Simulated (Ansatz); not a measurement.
CdSe built on the 4H polytype prototype was put through Ansatz (plane waves). The cell was relaxed beforehand with r2SCAN.

Structure:
```
Cd Se
1.0
     4.33928    0.00000    0.00000
    -2.16964    3.75793    0.00000
     0.00000    0.00000   14.15870
Cd Se
4 4
Direct
  0.00000 0.00000 0.99980
  0.33333 0.66667 0.24996
  0.00000 0.00000 0.49980
  0.66667 0.33333 0.74996
  0.00000 0.00000 0.18750
  0.33333 0.66667 0.43774
  0.00000 0.00000 0.68750
  0.66667 0.33333 0.93774
```

The output, standing remarks left out:
```
Pseudopotential: Cd, paw, valence charge 20, recommended cutoff 420 eV (normal)
Pseudopotential: Se, paw, valence charge 16, recommended cutoff 420 eV (normal)
Functional definition: PBE
Crystal: 8 atoms, lattice volume = 230.882 Å³
Basis set: ecut = 420 eV, 4529 PW (Γ)
Bands: 87, of which v1, the nominal top of the filled ones, is band 72 counted from 1 (71 counted from 0)
Symmetry: 12 space group operations
k-points: 26 of 72 (irreducible under 2 space group operations, time reversal used)
preconditioner: auto → Resta (q_TF=auto, 2.522 Å⁻¹)  ε∞=4.1  [insulator: Δε(μ)=0.569 eV  ℏωp=20.7 eV]
SCF 1 converged in 10 iterations: F = -54899.142057 eV  dr2 = 5.17e-11
SCF 1 converged in 5 iterations: F = -54898.865131 eV  dr2 = 5.73e-8
WARN: field response: inside a basis, on 10×10×4 points, no mesh in reach settles it: take ε∞, Z* and everything formed from them with what they may err, as stated (eps_inf_uncertainty, zstar_uncertainty_e), and compare with field_mesh […]
SCF converged after 10 iterations
Free energy (F): -54899.142057 eV
Fermi energy:    7.113738 eV
--- Dielectric response (ions clamped): 3 representative field directions + reference, inside a basis on a mesh of 400 k-points ---
  ε∞ (high-frequency dielectric tensor):
        7.552535     0.000000     0.000000
        0.000000     7.552535     0.000000
        0.000000     0.000000     7.604765
  Born effective charges Z* (e; rows j = field, columns β = displacement):
    site 0:
         2.21866    0.00000    0.00000
         0.00000    2.21866    0.00000
         0.00000    0.00000    2.30261
    site 1:
         2.24596    0.00000    0.00000
         0.00000    2.24596    0.00000
         0.00000    0.00000    2.26499
    site 2:
         2.21866    0.00000    0.00000
         0.00000    2.21866    0.00000
         0.00000    0.00000    2.30261
    site 3:
         2.24596    0.00000    0.00000
         0.00000    2.24596    0.00000
         0.00000    0.00000    2.26499
    site 4:
        -2.23236    0.00000    0.00000
         0.00000   -2.23236    0.00000
         0.00000    0.00000   -2.28620
    site 5:
        -2.23226    0.00000    0.00000
         0.00000   -2.23226    0.00000
         0.00000    0.00000   -2.28139
    site 6:
        -2.23236    0.00000    0.00000
         0.00000   -2.23236    0.00000
         0.00000    0.00000   -2.28620
    site 7:
        -2.23226    0.00000    0.00000
         0.00000   -2.23226    0.00000
         0.00000    0.00000   -2.28139
  ε∞ is read to err by 2.6e0, Z* by 9.2e-1 e
```

Question: Which of these blocks stood in the input: relax, gw, phonons, dielectric, magnetization (spin_orbit)?

Answer: dielectric. A response with clamped ions alone is the dielectric block.

Question: Which k mesh was typed?

Answer: 6×6×2, Γ-centred. Other answers can fit too; this one was computed.

Question: How were the bands filled?

Answer: Fixed occupations.

The log's warnings on the mesh tell which of these values aren't settled.

Run as `ansatz run input.yaml --threads 4 --pin off --max-ram 7372MiB --backend cpu --events-out ev --progress --plain --runs-dir out`. It took 3.6 min on 4 threads of Intel(R) Xeon(R) Processor @ 2.70GHz, with other jobs on the host, load about 0.8 per core; peak host memory 2.4 GiB.

(Calculated; spin-unpolarised; the phase may be known or hypothetical.)
